**Same silicon cell, seven functionals, pressures from below zero to above 4 GPa. How should I read this?**

I ran one fixed diamond-silicon cell with four GGAs and three meta-GGAs, and the pressures disagree even in sign.

VASP 6.6.1, plane-wave DFT with the recommended PAW PBE potentials in every row, for diamond-structure Si in a fixed 2-atom cell (conventional edge 5.4437 Å). All runs use a 520 eV cutoff, an 8×8×8 k mesh and Fermi-Dirac smearing of 0.05 eV, without spin polarisation or a dispersion correction. Pressure is positive in compression.

```
functional  pressure (GPa)
       PBE           1.260
    PBEsol          -0.400
      RPBE           2.680
      BLYP           4.400
    r2SCAN          -0.200
       MS2          -0.800
      SCAN          -0.870
```

1. What does the sign tell me?
2. How large is the disagreement, expressed as a lattice constant?
3. Why is RPBE above PBE, and PBEsol below it?
4. Does moving up to a meta-GGA settle the matter?
5. What would change if I made the cell 1 percent longer?
6. r2SCAN is closest to zero. Is it the most accurate, and which digits can I trust?

**Answer**

**1. The sign.** Pressure is minus the slope of the energy against volume. A positive value means that the functional would lower its energy by expanding the cell, as PBE, RPBE and BLYP would; the other four would shrink it. The cell acts like a spring clamped at a fixed length: the force shows on which side of its natural length it is held. Each functional is a spring with its own natural length and its own stiffness.

**2. The size.** Near equilibrium, the relative volume change that a functional wants is its pressure P divided by the bulk modulus B. The edge changes by a third of that, P/(3B). With a rough recalled B of 98 GPa, PBE wants an edge longer by 1.26/(3 × 98), or about 0.4 percent. For BLYP the same step gives 1.5 percent, but 1.8 percent if its crystal is as soft as 80 GPa, so the estimate is least certain where the pressure is largest. The printed output after this answer lists the estimate for every row.

**3. The gradient.** Start from a perfectly uniform electron gas. There PBE, PBEsol and RPBE all give the same energy, so their disagreement in silicon must come from how they treat an uneven density. Now pull the atoms apart: the density between them thins out. A GGA reads the reduced gradient, which is the gradient divided by the density to the power 4/3, and over much of the cell this should grow as the density falls. A functional that lowers the exchange energy more strongly where the reduced gradient is large then gains more from expansion, and its pressure rises. This is the expected mechanism; the table gives only the total pressures, not the regions they come from.

RPBE against PBE is the cleanest comparison, because the two share their correlation and differ only in how fast the exchange enhancement grows with the gradient. RPBE's grows faster, and its pressure is 1.42 GPa higher. PBEsol weakens the gradient terms and falls 1.66 GPa below PBE. BLYP is highest of all, but its correlation also misses the uniform-gas limit, so its excess can't be credited to exchange alone.

**4. The rung.** All three meta-GGAs give negative pressures, and they span only 0.67 GPa against 4.8 GPa for the GGAs. Yet the rung doesn't decide the result, since PBEsol, a GGA, lies between r2SCAN and MS2. Theory offers one reason why the GGAs scatter so widely. A GGA has one gradient dependence to serve both free atoms, which favour a strong one, and solids, whose lattice constants favour a weak one; PBEsol chooses the solid. A meta-GGA also reads the kinetic-energy density, which helps it to tell a covalent bond from a slowly varying density, so it is less bound to that compromise. Still, the narrow span is thin evidence: it rests on three functionals, and even two close relatives, SCAN and its modified form r2SCAN, stand at opposite ends of it.

**5. A longer cell.** By the same estimate, an edge longer by 1 percent lowers each pressure by about 3 GPa. Only BLYP would then remain clearly positive, while RPBE would end up near zero. The order should largely survive, because every row shifts by a similar amount.

This matters for strained silicon channels in transistors, where deliberate stresses are also of the order of 1 GPa. In a cell fixed in advance, a functional's own offset can be as large as the stress being studied. Strain should therefore be measured from the cell which that same functional prefers.

**6. Accuracy and digits.** Zero is the wrong target, because this cell is itself longer than that of real silicon, by roughly 0.23 percent as I recall. A functional that reproduced the measured edge would therefore give about −3 × 98 × 0.0023, or −0.7 GPa. Zero-point motion slightly expands the real crystal, so the ideal value for a calculation with fixed nuclei is lower still, by a few tenths of a GPa as a rough estimate. r2SCAN's closeness to zero is thus no mark of accuracy. The positive pressures, however, do reveal an error: PBE, RPBE and BLYP want an edge even longer than this one, which is already too long. Such overestimates are a known failing of these three functionals in many solids.

The difference of 1.72 GPa between BLYP and RPBE is large enough to trust their order. The 0.07 GPa between MS2 and SCAN is not: it corresponds to about 0.001 Å in the edge, and SCAN is known to be sensitive to the integration grid. All rows also use potentials made for PBE. For silicon the resulting error is usually small, but it is untested here, so I wouldn't rank the four functionals with negative pressures by accuracy. As for digits, the final zero of each table entry is only padding, and the hundredths shouldn't carry any conclusion.

The analysis program printed:

```
Pressure against PBE and estimated change of edge:
     row  minus PBE in GPa  wanted edge change in percent  gap in eV
     PBE                 0                         0.4286     0.6278
  PBEsol             -1.66                        -0.1361     0.5142
    RPBE              1.42                         0.9116     0.6827
    BLYP              3.14                          1.497     0.8507
  r2SCAN             -1.46                       -0.06803     0.8253
     MS2             -2.06                        -0.2721       1.11
    SCAN             -2.13                        -0.2959     0.8835
Number of functionals with positive pressure: 3
Spread of the four GGAs in GPa: 4.8
Spread of the three meta-GGAs in GPa: 0.67
BLYP minus RPBE in GPa: 1.72
PBEsol minus r2SCAN in GPa: -0.2
r2SCAN minus SCAN in GPa: 0.67
MS2 minus SCAN in GPa: 0.07
MS2 minus SCAN as a difference of edge in angstrom: 0.001296
BLYP wanted edge change with the softer bulk modulus in percent: 1.833
Pressure change for an edge longer by 1 percent in GPa: -2.94
Rough pressure here of a functional that meets the measured edge in GPa: -0.6762
Gap of BLYP minus gap of r2SCAN in eV: 0.0254
Pressure of BLYP minus pressure of r2SCAN in GPa: 4.6
```
